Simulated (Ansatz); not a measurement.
Crystal: Pd.

```xyz
1
Lattice="0.0000 1.9465 1.9465 1.9465 0.0000 1.9465 1.9465 1.9465 0.0000" Properties=species:S:1:pos:R:3 pbc="T T T"
Pd    0.0000    0.0000    0.0000
```

Base run:

```yaml
Program: Ansatz 0.2.0
Functional: PBE
Potentials_or_basis: Ansatz PAW
Cutoff: 600 eV
Density_cutoff: 2400 eV
k_mesh: 12 × 12 × 12
Occupations: fermi-dirac, width 0.05 eV
Spin: no spin polarisation
```

Its results: band gap on the k mesh none (metal or under the smearing width); pressure 6.9 GPa.

Problem. The run is repeated on the same cell with these changes: functional from PBE to BHLYP; cutoff from 600 eV to 420 eV (not typed: the program's choice for these potentials); k mesh from 12 × 12 × 12 to 7 × 7 × 7. What comes out?

Solution. Band gap on the k mesh none (metal or under the smearing width); pressure 8.7 GPa.

Several settings changed at once, so the effect can't be laid on one alone.

Caveats: some runs use coarse meshes; the PAW data sets come from PBE, with cores solved anew for the run's functional, which leaves a small shift of forces and pressure (some runs); the thresholds are loose for stress (some runs).
